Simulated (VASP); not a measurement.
# SnO2 (P6_3/mmc) in VASP: convergence with k mesh

Aim: find how far k mesh must go before the results for SnO2 settle, at PBE. This setting moves, with any that are tied to it; all else stays.

All numbers are computed with VASP 6.6.1; they aren't measurements. Logs are shortened: lines on timing, memory, paths and dates and some standing lists are left out, and cuts for length are marked.

## (1) The structure

Symmetry: P6_3/mmc, No. 194, hexagonal system. Conventional cell: a = 3.231 Å, b = 3.231 Å, c = 10.791 Å, α = 90.00°, β = 90.00°, γ = 120.00°. Sn (site symmetry -3m) is surrounded by 6 O at 2.12 Å. O (site symmetry 3m) is surrounded by 3 Sn at 2.12 Å.

Measurements of this composition are mostly on another form, of space group No. 136.

## (2) With k mesh 2 × 2 × 1

File INCAR:

```
SYSTEM = SnO2
  PREC = Accurate
  ENCUT = 400
  EDIFF = 1E-7
  ISMEAR = 0
  SIGMA = 0.02
  LREAL = .False.
  LASPH = .True.
  NELM = 100
  ALGO = Normal
  ISIF = 2
  LWAVE = .False.
  LCHARG = .False.
  GGA = PE
  NBANDS = 35
```

File KPOINTS:

```
Automatic mesh
0
Gamma
  2 2 1
  0 0 0
```

File POSCAR:

```
SnO2
1.0
    3.2305756168      0.0000000000      0.0000000000
   -1.6152878084      2.7977605530      0.0000000000
    0.0000000000      0.0000000000     10.7905620000
Sn O
2 4
Direct
    0.0000000000      0.0000000000      0.0000000000
    0.0000000000      0.0000000000      0.5000000000
    0.3333333333      0.6666666667      0.9058620000
    0.3333333333      0.6666666667      0.5941380000
    0.6666666667      0.3333333333      0.0941380000
    0.6666666667      0.3333333333      0.4058620000
```

Potentials or basis: VASP PAW PBE potentials, release 64 (Sn_d, O_s).

Started as:

```console
> cat potpaw_PBE.64/Sn_d/POTCAR potpaw_PBE.64/O_s/POTCAR > POTCAR
> mpirun -np 1 vasp_std > vasp.out
```

OUTCAR:

```text
SYSTEM = SnO2
   PREC = Accurate
   ENCUT = 400
   EDIFF = 1E-7
   ISMEAR = 0
   LREAL = .False.
   LASPH = .True.
   NELM = 100
   ISIF = 2
   GGA = PE

 Found      2 irreducible k-points:

 Following reciprocal coordinates:
            Coordinates               Weight
  0.000000  0.000000  0.000000      1.000000
  0.500000  0.000000  0.000000      3.000000
   k-points           NKPTS =      2   k-points in BZ     NKDIM =      2   number of bands    NBANDS=     35
   number of dos      NEDOS =    301   number of ions     NIONS =      6
   total plane-waves  NPLWV =  40320
   dimension x,y,z NGX =    24 NGY =   24 NGZ =   70
   dimension x,y,z NGXF=    48 NGYF=   48 NGZF=  140
   ions per type =               2   4
   NGX,Y,Z   is equivalent  to a cutoff of  12.35, 12.35, 10.78 a.u.
   NGXF,Y,Z  is equivalent  to a cutoff of  24.70, 24.70, 21.57 a.u.
 SYSTEM =  SnO2
   PREC   = accura    normal or accurate (medium, high low for compatibility)
   ISTART =      0    job   : 0-new  1-cont  2-samecut
   ICHARG =      2    charge: 1-file 2-atom 10-const
   ISPIN  =      1    spin polarized calculation?
   LNONCOLLINEAR =      F non collinear calculations
   LSORBIT =      F    spin-orbit coupling
   LASPH  =      T    aspherical Exc in radial PAW
   ENCUT  =  400.0 eV  29.40 Ry    5.42 a.u.   5.27  5.27 17.60*2*pi/ulx,y,z
   NELM   =    100;   NELMIN=  2; NELMDL= -5     # of ELM steps
   EDIFF  = 0.1E-06   stopping-criterion for ELM
   LREAL  =      F    real-space projection
   EDIFFG = 0.1E-05   stopping-criterion for IOM
   NSW    =      0    number of steps for IOM
   IBRION =     -1    ionic relax: 0-MD 1-quasi-New 2-CG
   NFREE  =      0    steps in history (QN), initial steepest desc. (CG)
   ISIF   =      2    stress and relaxation
   ISYM   =      2    0-nonsym 1-usesym 2-fastsym
   POTIM  = 0.5000    time-step for ionic-motion
   TEBEG  =    0.0;   TEEND  =   0.0 temperature during run
   PSTRESS=    0.0 pullay stress
   NELECT =      52.0000    total number of electrons
   NUPDOWN=      -1.0000    fix difference up-down
   EMIN   =  10.00;   EMAX   =-10.00  energy-range for DOS
   EFERMI =   0.00;   METHOD = LEGACY
   ISMEAR =     0;   SIGMA  =   0.02  broadening in eV -4-tet -1-fermi 0-gaus
   EFERMI_NEDOS =   21; number of points for ismear=-14 and -15
   IALGO  =     38    algorithm
   IMIX   =      4    mixing-type and parameters
     AMIX     =   0.40;   BMIX     =  1.00
     AMIX_MAG =   1.60;   BMIX_MAG =  1.00
  volume/ion in A,a.u.               =      16.25       109.69
  Fermi-wavevector in a.u.,A,eV,Ry     =   1.327490  2.508591 23.976574  1.762228
  Thomas-Fermi vector in A             =   2.456798
   LORBIT       =      0    0 simple, 1 ext, 2 COOP (PROOUT), +10 PAW based schemes
   GGA     = PE    functional components
   LHFCALC =     F    Hartree Fock is set to
   AEXX    =    0.0000 exact exchange contribution
   IVDW    =     0    specifies the selected vdW correction
   LEPSILON=     F    determine dielectric tensor
   LRPA    =     F    only Hartree local field effects (RPA)
 non-spin polarized calculation
 Gauss-broadening in eV      SIGMA  =   0.02
  energy-cutoff  :      400.00
  volume of cell :       97.53
 maximum number of plane-waves:      1780
 NGX is ok and might be reduce to    24
   NGX = 11   NGY = 11   NGZ = 35

 number of electron      52.0000012 magnetization

 Free energy of the ion-electron system (eV)
  ---------------------------------------------------
  ext. energy  EPLUGINS =         0.00000000
  ---------------------------------------------------
  free energy    TOTEN  =       -34.84436296 eV

  energy without entropy =      -34.84436296  energy(sigma->0) =      -34.84436296

 E-fermi :   2.5410     XC(G=0):  -9.1458

 val. band max:        2.4145784256   @ k =   0.5000   0.0000   0.0000
 cond. band min:       4.4830652686   @ k =   0.0000   0.0000   0.0000
 fundamental gap:      2.0684868430
 Fermi energy:         2.5410066878

 k-point     1 :       0.0000    0.0000    0.0000
  band No.  band energies     occupation
      1     -17.7266      2.00000
      2     -17.7262      2.00000
      3     -17.4950      2.00000
      4     -17.4950      2.00000
      5     -17.4950      2.00000
      6     -17.4950      2.00000
[... 27 lines left out ...]
     34      13.4683      0.00000
     35      13.5265      0.00000

 k-point     2 :       0.5000    0.0000    0.0000
  band No.  band energies     occupation
      1     -18.2448      2.00000
      2     -18.2425      2.00000
      3     -17.4893      2.00000
      4     -17.4890      2.00000
      5     -17.4349      2.00000
      6     -17.4348      2.00000
[... 27 lines left out ...]
     34      14.3588      0.00000
     35      14.5965      0.00000

------------------------ aborting loop because EDIFF is reached ----------------------------------------

  FORCE on cell =-STRESS in cart. coord.  units (eV):
  Direction    XX          YY          ZZ          XY          YZ          ZX
  --------------------------------------------------------------------------------------
  -------------------------------------------------------------------------------------
  Total        2.8404213      2.8404213     -1.2609790      0.0000000     -0.0000000      0.0000000
  in kB       46.6615133     46.6615133    -20.7149509      0.0000000     -0.0000000      0.0000000
  external PRESSURE =      24.2026919 kB  Pullay stress =       0.0000000 kB

 VOLUME and BASIS-vectors are now :
 -----------------------------------------------------------------------------
  energy-cutoff  :      400.00
  volume of cell :       97.53
      direct lattice vectors                 reciprocal lattice vectors
     3.230575617  0.000000000  0.000000000     0.309542360  0.178714365  0.000000000
    -1.615287808  2.797760553  0.000000000     0.000000000  0.357428730  0.000000000
     0.000000000  0.000000000 10.790562000     0.000000000  0.000000000  0.092673579

 POSITION                                       TOTAL-FORCE (eV/Angst)
 -----------------------------------------------------------------------------------
      0.00000      0.00000      0.00000         0.000000     -0.000000      0.000000
      0.00000      0.00000      5.39528         0.000000     -0.000000      0.000000
     -0.00000      1.86517      9.77476         0.000000     -0.000000      0.418121
     -0.00000      1.86517      6.41108         0.000000     -0.000000     -0.418121
      1.61529      0.93259      1.01580        -0.000000      0.000000     -0.418121
      1.61529      0.93259      4.37948        -0.000000      0.000000      0.418121
 -----------------------------------------------------------------------------------
    total drift:                               -0.000000      0.000000      0.000000

  FREE ENERGIE OF THE ION-ELECTRON SYSTEM (eV)
  ---------------------------------------------------
  free  energy   TOTEN  =       -34.8443629582 eV

  energy  without entropy=      -34.8443629582  energy(sigma->0) =      -34.84436296
```

OSZICAR:

```text
N       E                     dE             d eps       ncg     rms          rms(c)
DAV:   1     0.569643022234E+03    0.56964E+03   -0.21922E+04   140   0.180E+03
DAV:   2     0.351983288769E+02   -0.53444E+03   -0.51087E+03   148   0.526E+02
DAV:   3    -0.384274481871E+02   -0.73626E+02   -0.72901E+02   162   0.186E+02
[... 14 lines left out ...]
DAV:  18    -0.348443649087E+02   -0.68756E-06   -0.14742E-06   192   0.883E-03    0.328E-02
DAV:  19    -0.348443632566E+02    0.16520E-05   -0.22089E-06   152   0.143E-02    0.103E-02
DAV:  20    -0.348443630822E+02    0.17444E-06   -0.16722E-07   120   0.288E-03    0.582E-03
DAV:  21    -0.348443629514E+02    0.13079E-06   -0.53998E-08    88   0.189E-03    0.275E-03
DAV:  22    -0.348443629582E+02   -0.68057E-08   -0.16873E-08    88   0.101E-03
   1 F= -.34844363E+02 E0= -.34844363E+02  d E =-.374106E-19
```

Run time: 12 s. Hardware: 1 thread of Intel Xeon Platinum 8488C (Sapphire Rapids), shared host; peak memory 0.18 GiB.

What came out:

```yaml
Free_energy: -34.8444 eV
Pressure: 2.4 GPa
Largest_force: 0.418 eV/Å
Band_gap_on_the_k_mesh: 2.07 eV, indirect (least direct gap 2.39 eV)
```

## (3) With k mesh 3 × 3 × 1

INCAR is that of step 2.

File KPOINTS:

```
Automatic mesh
0
Gamma
  3 3 1
  0 0 0
```

POSCAR is that of step 2.

Potentials or basis: VASP PAW PBE potentials, release 64 (Sn_d, O_s).

Started as:

```console
> cat potpaw_PBE.64/Sn_d/POTCAR potpaw_PBE.64/O_s/POTCAR > POTCAR
> mpirun -np 1 vasp_std > vasp.out
```

It took 14 s on 1 thread of Intel Xeon Platinum 8488C (Sapphire Rapids), shared host; peak memory 0.17 GiB.

Results:

| Item | Value |
| --- | --- |
| Free energy | -36.0820 eV |
| Pressure | 0.6 GPa |
| Largest force | 0.113 eV/Å |
| Band gap on the k mesh | 2.12 eV, indirect (least direct gap 2.45 eV) |

## (4) With k mesh 4 × 4 × 1

INCAR is that of step 3.

File KPOINTS:

```
Automatic mesh
0
Gamma
  4 4 1
  0 0 0
```

POSCAR is that of step 3.

Started as:

```console
> cat potpaw_PBE.64/Sn_d/POTCAR potpaw_PBE.64/O_s/POTCAR > POTCAR
> mpirun -np 1 vasp_std > vasp.out
```

Run time: 16 s. Hardware: 1 thread of Intel Xeon Platinum 8488C (Sapphire Rapids), shared host; peak memory 0.18 GiB.

Results:

```yaml
Free_energy: -36.2213 eV
Pressure: 0.3 GPa
Largest_force: 0.067 eV/Å
Band_gap_on_the_k_mesh: 2.06 eV, indirect (least direct gap 2.46 eV)
```

## (5) With k mesh 5 × 5 × 2

INCAR is that of step 4.

File KPOINTS:

```
Automatic mesh
0
Gamma
  5 5 2
  0 0 0
```

POSCAR is that of step 4.

Started as:

```console
> cat potpaw_PBE.64/Sn_d/POTCAR potpaw_PBE.64/O_s/POTCAR > POTCAR
> mpirun -np 1 vasp_std > vasp.out
```

Run time: 34 s. Hardware: 1 thread of Intel Xeon Platinum 8488C (Sapphire Rapids), shared host; peak memory 0.18 GiB.

What came out:

| Property | Result |
| --- | --- |
| Free energy | -36.2464 eV |
| Pressure | 0.3 GPa |
| Largest force | 0.053 eV/Å |
| Band gap on the k mesh | 2.06 eV, indirect (least direct gap 2.46 eV) |

## (6) With k mesh 7 × 7 × 2

INCAR is that of step 5.

File KPOINTS:

```
Automatic mesh
0
Gamma
  7 7 2
  0 0 0
```

POSCAR is that of step 5.

Potentials or basis: VASP PAW PBE potentials, release 64 (Sn_d, O_s).

Started as:

```console
> cat potpaw_PBE.64/Sn_d/POTCAR potpaw_PBE.64/O_s/POTCAR > POTCAR
> mpirun -np 1 vasp_std > vasp.out
```

Run time: 48 s. Hardware: 1 thread of Intel Xeon Platinum 8488C (Sapphire Rapids), shared host; peak memory 0.19 GiB.

Results:

```
Free energy            : -36.2510 eV
Pressure               : 0.3 GPa
Largest force          : 0.052 eV/Å
Band gap on the k mesh : 2.08 eV, indirect (least direct gap 2.46 eV)
```

## (7) With k mesh 9 × 9 × 3

INCAR is that of step 6.

File KPOINTS:

```
Automatic mesh
0
Gamma
  9 9 3
  0 0 0
```

POSCAR is that of step 6.

Started as:

```console
> cat potpaw_PBE.64/Sn_d/POTCAR potpaw_PBE.64/O_s/POTCAR > POTCAR
> mpirun -np 1 vasp_std > vasp.out
```

Run time: 75 s. Hardware: 1 thread of Intel Xeon Platinum 8488C (Sapphire Rapids), shared host; peak memory 0.2 GiB.

Results:

```yaml
Free_energy: -36.2514 eV
Pressure: 0.3 GPa
Largest_force: 0.052 eV/Å
Band_gap_on_the_k_mesh: 2.05 eV, indirect (least direct gap 2.46 eV)
```

## (8) With k mesh 11 × 11 × 3

INCAR is that of step 7.

File KPOINTS:

```
Automatic mesh
0
Gamma
  11 11 3
  0 0 0
```

POSCAR is that of step 7.

Started as:

```console
> cat potpaw_PBE.64/Sn_d/POTCAR potpaw_PBE.64/O_s/POTCAR > POTCAR
> mpirun -np 1 vasp_std > vasp.out
```

It took 77 s on 1 thread of Intel Xeon Platinum 8488C (Sapphire Rapids), shared host; peak memory 0.2 GiB.

Results:

```yaml
Free_energy: -36.2515 eV
Pressure: 0.3 GPa
Largest_force: 0.052 eV/Å
Band_gap_on_the_k_mesh: 2.06 eV, indirect (least direct gap 2.46 eV)
```

## (9) With k mesh 13 × 13 × 4

INCAR is that of step 8.

File KPOINTS:

```
Automatic mesh
0
Gamma
  13 13 4
  0 0 0
```

POSCAR is that of step 8.

Potentials or basis: VASP PAW PBE potentials, release 64 (Sn_d, O_s).

Started as:

```console
> cat potpaw_PBE.64/Sn_d/POTCAR potpaw_PBE.64/O_s/POTCAR > POTCAR
> mpirun -np 1 vasp_std > vasp.out
```

Run time: 1.9 min. Hardware: 1 thread of Intel Xeon Platinum 8488C (Sapphire Rapids), shared host; peak memory 0.25 GiB.

Results:

* Free energy: -36.2515 eV
* Pressure: 0.3 GPa
* Largest force: 0.052 eV/Å
* Band gap on the k mesh: 2.05 eV, indirect (least direct gap 2.46 eV)

## (10) With k mesh 15 × 15 × 4

INCAR is that of step 9.

File KPOINTS:

```
Automatic mesh
0
Gamma
  15 15 4
  0 0 0
```

POSCAR is that of step 9.

Started as:

```console
> cat potpaw_PBE.64/Sn_d/POTCAR potpaw_PBE.64/O_s/POTCAR > POTCAR
> mpirun -np 1 vasp_std > vasp.out
```

It took 2.8 min on 1 thread of Intel Xeon Platinum 8488C (Sapphire Rapids), shared host; peak memory 0.27 GiB.

Results (log left out):

* Free energy: -36.2514 eV
* Pressure: 0.3 GPa
* Largest force: 0.052 eV/Å
* Band gap on the k mesh: 2.06 eV, indirect (least direct gap 2.46 eV)

## (11) The series at a glance

```csv
k mesh,"energy less the tightest run, at zero smearing (meV/atom)",pressure (GPa),largest force (eV/Å),gap on the mesh (eV),SCF cycles,CPU time (s),peak memory (GiB)
2 × 2 × 1,234.51,2.42,0.418,2.069,22,10,0.18
3 × 3 × 1,28.24,0.57,0.113,2.120,22,12,0.17
4 × 4 × 1,5.02,0.35,0.067,2.056,23,13,0.18
5 × 5 × 2,0.83,0.31,0.053,2.065,23,32,0.18
7 × 7 × 2,0.06,0.31,0.052,2.076,23,46,0.19
9 × 9 × 3,0.00,0.30,0.052,2.054,22,72,0.2
11 × 11 × 3,-0.01,0.31,0.052,2.061,22,74,0.2
13 × 13 × 4,-0.01,0.31,0.052,2.054,22,120,0.25
15 × 15 × 4,0.00,0.30,0.052,2.058,22,170,0.27
```

Against the tightest run, the energy stays within 1 meV/atom from 5 × 5 × 2 on; the pressure stays within 0.1 GPa from 4 × 4 × 1 on; the largest force stays within 0.005 eV/Å from 5 × 5 × 2 on; the gap on the mesh stays within 0.01 eV from 9 × 9 × 3 on. Meshes of other sizes hit other points, so gaps and Fermi surfaces needn't settle smoothly. The tightest run that finished is the yardstick and may itself not be fully converged.

Caveats: spin-orbit coupling is left out, which moves the levels of the heavy elements; an odd mesh through Γ misses points on the zone boundary, where band edges often lie.
